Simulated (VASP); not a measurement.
# Al2O3 (P-6m2) in VASP: a series of runs

The runs below take Al2O3 through dielectric tensor, with PBE.

All numbers are computed with VASP 6.6.1; they aren't measurements. Logs are shortened: lines on timing, memory, paths and dates and some standing lists are left out, and cuts for length are marked.

## (1) The crystal as given

Symmetry: P-6m2, No. 187, hexagonal system. The conventional cell has a = 2.884 Å, b = 2.884 Å, c = 9.337 Å, α = 90.00°, β = 90.00°, γ = 120.00°. Al (site symmetry 3m) is surrounded by 3 O at 1.80 Å. O (site symmetry 3m) is surrounded by 3 Al at 1.80 Å. O (site symmetry -6m2) has 6 Al at 2.18 Å as nearest neighbours.

Measurements of this composition are mostly on another form, of space group No. 167.

## (2) Dielectric tensor, PBE

Contents of INCAR:

```
  ALGO = Normal
  EDIFF = 1E-8
  ENCUT = 280
  GGA = PE
  ISIF = 2
  ISMEAR = 0
  LASPH = T
  LCHARG = F
  LEPSILON = T
  LREAL = F
  LWAVE = F
  NELM = 100
  PREC = Accurate
  SIGMA = 0.01
```

Contents of KPOINTS:

```
k-points
0
Gamma
  10 10 3
```

Contents of POSCAR:

```
Al2O3
1.0
    2.8843249483      0.0000000000      0.0000000000
   -1.4421624742      2.4978986780      0.0000000000
    0.0000000000      0.0000000000      9.3367544600
Al O
2 3
Direct
    0.0000000000      0.0000000000      0.8500076700
    0.0000000000      0.0000000000      0.1499923300
    0.3333333333      0.6666666667      0.7776830800
    0.6666666667      0.3333333333      0.0000000000
    0.3333333333      0.6666666667      0.2223169200
```

Potentials or basis: VASP PAW PBE potentials, release 64 (Al, O).

Started as:

```bash
> cat potpaw_PBE.64/Al/POTCAR potpaw_PBE.64/O/POTCAR > POTCAR
> mpirun -np 1 vasp_std > vasp.out
```

OUTCAR:

```text
EDIFF = 1E-8
   ENCUT = 280
   GGA = PE
   ISIF = 2
   ISMEAR = 0
   LASPH = T
   LEPSILON = T
   LREAL = F
   NELM = 100
   PREC = Accurate

 Found     28 irreducible k-points:

 Following reciprocal coordinates:
            Coordinates               Weight
  0.000000  0.000000  0.000000      1.000000
  0.100000  0.000000  0.000000      6.000000
  0.200000  0.000000  0.000000      6.000000
  0.300000 -0.000000  0.000000      6.000000
  0.400000 -0.000000  0.000000      6.000000
  0.500000  0.000000  0.000000      3.000000
   k-points           NKPTS =     28   k-points in BZ     NKDIM =     28   number of bands    NBANDS=     16
   number of dos      NEDOS =    301   number of ions     NIONS =      5
   total plane-waves  NPLWV =  13824
   dimension x,y,z NGX =    16 NGY =   16 NGZ =   54
   dimension x,y,z NGXF=    32 NGYF=   32 NGZF=  108
   ions per type =               2   3
   NGX,Y,Z   is equivalent  to a cutoff of   9.22,  9.22,  9.61 a.u.
   NGXF,Y,Z  is equivalent  to a cutoff of  18.44, 18.44, 19.23 a.u.
 SYSTEM =  unknown system
   PREC   = accura    normal or accurate (medium, high low for compatibility)
   ISTART =      0    job   : 0-new  1-cont  2-samecut
   ICHARG =      2    charge: 1-file 2-atom 10-const
   ISPIN  =      1    spin polarized calculation?
   LNONCOLLINEAR =      F non collinear calculations
   LSORBIT =      F    spin-orbit coupling
   LASPH  =      T    aspherical Exc in radial PAW
   ENCUT  =  280.0 eV  20.58 Ry    4.54 a.u.   3.94  3.94 12.74*2*pi/ulx,y,z
   NELM   =    100;   NELMIN=  2; NELMDL= -5     # of ELM steps
   EDIFF  = 0.1E-07   stopping-criterion for ELM
   LREAL  =      F    real-space projection
   EDIFFG = 0.1E-06   stopping-criterion for IOM
   NSW    =      0    number of steps for IOM
   IBRION =     -1    ionic relax: 0-MD 1-quasi-New 2-CG
   NFREE  =      0    steps in history (QN), initial steepest desc. (CG)
   ISIF   =      2    stress and relaxation
   ISYM   =      2    0-nonsym 1-usesym 2-fastsym
   POTIM  = 0.5000    time-step for ionic-motion
   TEBEG  =    0.0;   TEEND  =   0.0 temperature during run
   PSTRESS=    0.0 pullay stress
   NELECT =      24.0000    total number of electrons
   NUPDOWN=      -1.0000    fix difference up-down
   EMIN   =  10.00;   EMAX   =-10.00  energy-range for DOS
   EFERMI =   0.00;   METHOD = LEGACY
   ISMEAR =     0;   SIGMA  =   0.01  broadening in eV -4-tet -1-fermi 0-gaus
   EFERMI_NEDOS =   21; number of points for ismear=-14 and -15
   IALGO  =     38    algorithm
   IMIX   =      4    mixing-type and parameters
     AMIX     =   0.40;   BMIX     =  1.00
     AMIX_MAG =   1.60;   BMIX_MAG =  1.00
  volume/ion in A,a.u.               =      13.45        90.79
  Fermi-wavevector in a.u.,A,eV,Ry     =   1.161111  2.194181 18.343074  1.348178
  Thomas-Fermi vector in A             =   2.297686
   LORBIT       =      0    0 simple, 1 ext, 2 COOP (PROOUT), +10 PAW based schemes
   GGA     = PE    functional components
   LHFCALC =     F    Hartree Fock is set to
   AEXX    =    0.0000 exact exchange contribution
   IVDW    =     0    specifies the selected vdW correction
   LEPSILON=     T    determine dielectric tensor
   LRPA    =     F    only Hartree local field effects (RPA)
 non-spin polarized calculation
 Gauss-broadening in eV      SIGMA  =   0.01
  energy-cutoff  :      280.00
  volume of cell :       67.27
 maximum number of plane-waves:       732
 NGX is ok and might be reduce to    16
   NGX =  7   NGY =  7   NGZ = 25

--------------------------------------- Ionic step        1  -------------------------------------------

 number of electron      23.9999996 magnetization

 E-fermi :   0.8483     XC(G=0):  -8.5322

 val. band max:        0.7918189683   @ k =   0.1000   0.1000   0.0000
 cond. band min:       5.5216815646   @ k =   0.0000   0.0000   0.0000
 fundamental gap:      4.7298625963
 Fermi energy:         0.8482571292

 k-point     1 :       0.0000    0.0000    0.0000
  band No.  band energies     occupation
      1     -18.0206      2.00000
      2     -17.0324      2.00000
      3     -15.8598      2.00000
      4      -4.1408      2.00000
      5      -1.3819      2.00000
      6      -0.6163      2.00000
[... 8 lines left out ...]
     15       8.5858      0.00000
     16      10.0001      0.00000

 k-point     2 :       0.1000    0.0000    0.0000
  band No.  band energies     occupation
      1     -17.9023      2.00000
      2     -16.9347      2.00000
      3     -15.8169      2.00000
      4      -4.0762      2.00000
      5      -1.6009      2.00000
      6      -0.9520      2.00000
[... 8 lines left out ...]
     15       8.9653      0.00000
     16      10.3389      0.00000

 k-point     3 :       0.2000    0.0000    0.0000
  band No.  band energies     occupation
      1     -17.5633      2.00000
      2     -16.6934      2.00000
      3     -15.7193      2.00000
      4      -3.9786      2.00000
      5      -2.5886      2.00000
      6      -1.7498      2.00000
[... 8 lines left out ...]
     15       9.7357      0.00000
     16      11.1007      0.00000

 k-point     4 :       0.3000   -0.0000    0.0000
  band No.  band energies     occupation
      1     -17.0696      2.00000
      2     -16.3696      2.00000
      3     -15.6264      2.00000
      4      -4.2243      2.00000
      5      -3.8470      2.00000
      6      -2.6628      2.00000
[... 8 lines left out ...]
     15      10.1226      0.00000
     16      11.3077      0.00000

 k-point     5 :       0.4000   -0.0000    0.0000
  band No.  band energies     occupation
      1     -16.5653      2.00000
      2     -16.0896      2.00000
      3     -15.6398      2.00000
      4      -4.7898      2.00000
      5      -4.7431      2.00000
      6      -3.3554      2.00000
[... 8 lines left out ...]
     15      10.0559      0.00000
     16      11.8295      0.00000

 k-point     6 :       0.5000    0.0000    0.0000
  band No.  band energies     occupation
      1     -16.2846      2.00000
      2     -15.9720      2.00000
      3     -15.7123      2.00000
      4      -5.1214      2.00000
      5      -4.9633      2.00000
      6      -3.6010      2.00000
[... 8 lines left out ...]
     15       9.9206      0.00000
     16      11.9504      0.00000

 [... further k-points ...]

  FORCE on cell =-STRESS in cart. coord.  units (eV):
  Direction    XX          YY          ZZ          XY          YZ          ZX
  --------------------------------------------------------------------------------------
  -------------------------------------------------------------------------------------
  Total      -18.9460693    -18.9460693    -19.5396775      0.0000000      0.0000000      0.0000000
  in kB     -451.2474510   -451.2474510   -465.3856976      0.0000000      0.0000000      0.0000000
  external PRESSURE =    -455.9601999 kB  Pullay stress =       0.0000000 kB

 VOLUME and BASIS-vectors are now :
 -----------------------------------------------------------------------------
  energy-cutoff  :      280.00
  volume of cell :       67.27
      direct lattice vectors                 reciprocal lattice vectors
     2.884324948  0.000000000  0.000000000     0.346701574  0.200168247  0.000000000
    -1.442162474  2.497898678  0.000000000     0.000000000  0.400336494  0.000000000
     0.000000000  0.000000000  9.336754460     0.000000000  0.000000000  0.107103598

 POSITION                                       TOTAL-FORCE (eV/Angst)
 -----------------------------------------------------------------------------------
      0.00000      0.00000      7.93631         0.000000      0.000000     -0.141971
      0.00000      0.00000      1.40044         0.000000      0.000000      0.141971
     -0.00000      1.66527      7.26104        -0.000000      0.000000      0.316323
      1.44216      0.83263      0.00000        -0.000000      0.000000      0.000000
     -0.00000      1.66527      2.07572        -0.000000      0.000000     -0.316323
 -----------------------------------------------------------------------------------
    total drift:                               -0.000006      0.000004     -0.000000

  FREE ENERGIE OF THE ION-ELECTRON SYSTEM (eV)
  ---------------------------------------------------
  free  energy   TOTEN  =       -36.8716845396 eV

  energy  without entropy=      -36.8716845396  energy(sigma->0) =      -36.87168454

 HEAD OF MICROSCOPIC STATIC DIELECTRIC TENSOR (INDEPENDENT PARTICLE, excluding Hartree and local field effects)
 ------------------------------------------------------
           2.734696    -0.000000    -0.000000
          -0.000000     2.734696    -0.000000
          -0.000000     0.000000     2.558289
 ------------------------------------------------------

 Free energy of the ion-electron system (eV)
  ---------------------------------------------------
  ---------------------------------------------------
  free energy    TOTEN  =        -0.34105949 eV

  energy without entropy =       -0.34105949

------------------------ aborting loop because EDIFF is reached ----------------------------------------

--------------------------------------- Ionic step        2  -------------------------------------------

------------------------ aborting loop because EDIFF is reached ----------------------------------------

--------------------------------------- Ionic step        3  -------------------------------------------

 Free energy of the ion-electron system (eV)
  ---------------------------------------------------
  ---------------------------------------------------
  free energy    TOTEN  =        -0.18694022 eV

  energy without entropy =       -0.18694022

------------------------ aborting loop because EDIFF is reached ----------------------------------------

 PIEZOELECTRIC TENSOR FIELD DIRECTION 3  (e Angst)
 -----------------------------------------------------------------------------
    -0.00070  0.00000  0.00000           ( -0.00000  0.00000  0.00000)
     0.00000 -0.00070 -0.00000           (  0.00000 -0.00000  0.00000)
    -0.00000  0.00000 -0.00065           (  0.00000  0.00000 -0.00000)

 PIEZOELECTRIC TENSOR FIELD DIRECTION 3  (C/m^2)
 -----------------------------------------------------------------------------
    -0.00017  0.00000  0.00000
     0.00000 -0.00017 -0.00000
    -0.00000  0.00000 -0.00015

 MACROSCOPIC STATIC DIELECTRIC TENSOR (including local field effects in DFT)
 ------------------------------------------------------
           2.675522    -0.000000     0.000000
          -0.000000     2.675522    -0.000000
           0.000000    -0.000000     1.927732
 ------------------------------------------------------

 PIEZOELECTRIC TENSOR (including local field effects)  for field in x, y, z        (e  Angst)
          XX          YY          ZZ          XY          YZ          ZX
  --------------------------------------------------------------------------------
  x     0.00000    -0.00000     0.00000    -0.04404     0.00000     0.00000
  y    -0.04404     0.04404    -0.00000    -0.00000     0.00000     0.00000
  z     0.00000     0.00000     0.00000     0.00000     0.00000     0.00000

 PIEZOELECTRIC TENSOR (including local field effects)  for field in x, y, z        (C/m^2)
          XX          YY          ZZ          XY          YZ          ZX
  --------------------------------------------------------------------------------
  x     0.00000    -0.00000     0.00000    -0.01049     0.00000     0.00000
  y    -0.01049     0.01049    -0.00000    -0.00000     0.00000     0.00000
  z     0.00000     0.00000     0.00000     0.00000     0.00000     0.00000

 BORN EFFECTIVE CHARGES (including local field effects) (in |e|, cummulative output)
 ---------------------------------------------------------------------------------
 ion    1
    1     2.97844    -0.00000     0.00000
    2    -0.00000     2.97844     0.00000
    3    -0.00000     0.00000     1.48136
 ion    2
    1     2.97844    -0.00000     0.00000
    2    -0.00000     2.97844     0.00000
    3     0.00000     0.00000     1.48136
 ion    3
    1    -1.87464     0.00000    -0.00000
    2     0.00000    -1.87464    -0.00000
    3    -0.00000    -0.00000    -0.89036
 ion    4
    1    -2.20761     0.00000     0.00000
    2     0.00000    -2.20761     0.00000
    3    -0.00000     0.00000    -1.18198
 ion    5
    1    -1.87464     0.00000     0.00000
    2     0.00000    -1.87464     0.00000
    3     0.00000     0.00000    -0.89036
```

Run time: 4.7 min. Hardware: 1 thread of AMD EPYC 7R43 (Zen 3), shared host; peak memory 0.16 GiB.

The run converged, but a check on its numbers failed (symmetry, net force, bounds or a known fault of this set-up), so they aren't taken as properties of the crystal.

Caveat: the cutoff lies under the usual one of these potentials, so the numbers hold a large basis-set error; an odd mesh through Γ misses points on the zone boundary, where band edges often lie.

## (3) Dielectric tensor, PBE

INCAR: that of step 2 with these lines changed.

```diff
@@ -2,3 +2,3 @@
   EDIFF = 1E-8
-  ENCUT = 280
+  ENCUT = 460
   GGA = PE
```

Contents of KPOINTS:

```
k-points
0
Gamma
  8 8 3
```

POSCAR is that of step 2.

Potentials or basis: VASP PAW PBE potentials, release 64 (Al, O).

Started as:

```bash
> cat potpaw_PBE.64/Al/POTCAR potpaw_PBE.64/O/POTCAR > POTCAR
> mpirun -np 1 vasp_std > vasp.out
```

OUTCAR:

```text
EDIFF = 1E-8
   ENCUT = 460
   GGA = PE
   ISIF = 2
   ISMEAR = 0
   LASPH = T
   LEPSILON = T
   LREAL = F
   NELM = 100
   PREC = Accurate

 Found     20 irreducible k-points:

 Following reciprocal coordinates:
            Coordinates               Weight
  0.000000  0.000000  0.000000      1.000000
  0.125000 -0.000000  0.000000      6.000000
  0.250000 -0.000000  0.000000      6.000000
  0.375000  0.000000  0.000000      6.000000
  0.500000 -0.000000  0.000000      3.000000
  0.125000  0.125000  0.000000      6.000000
   k-points           NKPTS =     20   k-points in BZ     NKDIM =     20   number of bands    NBANDS=     16
   number of dos      NEDOS =    301   number of ions     NIONS =      5
   total plane-waves  NPLWV =  28000
   dimension x,y,z NGX =    20 NGY =   20 NGZ =   70
[... 261 lines left out ...]
           0.000000    -0.000000     1.942804
 ------------------------------------------------------

 PIEZOELECTRIC TENSOR (including local field effects)  for field in x, y, z        (e  Angst)
          XX          YY          ZZ          XY          YZ          ZX
  --------------------------------------------------------------------------------
  x     0.00000    -0.00000    -0.00000    -0.07882     0.00000     0.00000
  y    -0.07882     0.07882    -0.00000    -0.00000     0.00000     0.00000
  z     0.00000     0.00000     0.00000     0.00000     0.00000     0.00000

 PIEZOELECTRIC TENSOR (including local field effects)  for field in x, y, z        (C/m^2)
          XX          YY          ZZ          XY          YZ          ZX
  --------------------------------------------------------------------------------
  x     0.00000    -0.00000    -0.00000    -0.01877     0.00000     0.00000
  y    -0.01877     0.01877    -0.00000    -0.00000     0.00000     0.00000
  z     0.00000     0.00000     0.00000     0.00000     0.00000     0.00000

 BORN EFFECTIVE CHARGES (including local field effects) (in |e|, cummulative output)
 ---------------------------------------------------------------------------------
 ion    1
    1     3.02618    -0.00000     0.00000
    2    -0.00000     3.02618     0.00000
    3    -0.00000     0.00000     1.52285
 ion    2
    1     3.02618    -0.00000    -0.00000
    2    -0.00000     3.02618     0.00000
    3     0.00000    -0.00000     1.52285
 ion    3
    1    -1.90447     0.00000     0.00000
    2     0.00000    -1.90447     0.00000
    3    -0.00000     0.00000    -0.91799
 ion    4
    1    -2.24342     0.00000     0.00000
    2     0.00000    -2.24342     0.00000
    3     0.00000    -0.00000    -1.20972
 ion    5
    1    -1.90447     0.00000     0.00000
    2     0.00000    -1.90447     0.00000
    3     0.00000    -0.00000    -0.91799
```

OSZICAR:

```text
N       E                     dE             d eps       ncg     rms          rms(c)
DAV:   1     0.124518079013E+03    0.12452E+03   -0.11913E+04   648   0.122E+03
DAV:   2    -0.330056469231E+02   -0.15752E+03   -0.15419E+03   808   0.283E+02
DAV:   3    -0.408387252022E+02   -0.78331E+01   -0.78218E+01   856   0.730E+01
[... 12 lines left out ...]
RMM:   9    -0.190215344153E+00   -0.37150E-04   -0.36042E-05  1447   0.125E-02    0.256E-03
RMM:  10    -0.190213759903E+00    0.15843E-05    0.26154E-05  1419   0.508E-03    0.594E-04
RMM:  11    -0.190219522787E+00   -0.57629E-05    0.60710E-06  1454   0.204E-03    0.387E-04
RMM:  12    -0.190224218866E+00   -0.46961E-05   -0.51759E-06  1465   0.952E-04    0.628E-05
RMM:  13    -0.190223769957E+00    0.44891E-06    0.85082E-07  1100   0.150E-04    0.131E-05
RMM:  14    -0.190223670638E+00    0.99319E-07    0.40997E-07   603   0.481E-05    0.283E-06
```

Run time: 7.9 min. Hardware: 1 thread of AMD EPYC 7R43 (Zen 3), shared host; peak memory 0.22 GiB.

The run converged, but some of its settings lie outside the range that counts as converged, so its numbers aren't taken as properties of the crystal.

What came out:

```
Band gap on the k mesh                  : 4.78 eV, indirect (least direct gap 5.01 eV)
Electronic dielectric tensor (diagonal) : 2.69, 2.69, 1.94
Born charges (mean of the diagonal)     : Al +2.53; O -1.58, -1.90 e
```

Caveat: the cutoff is under 1.25 times the usual one of these potentials, so pressure, stress and relaxed cells hold a basis-set (Pulay) error; an odd mesh through Γ misses points on the zone boundary, where band edges often lie.

(Continued in part 2 of 3.)
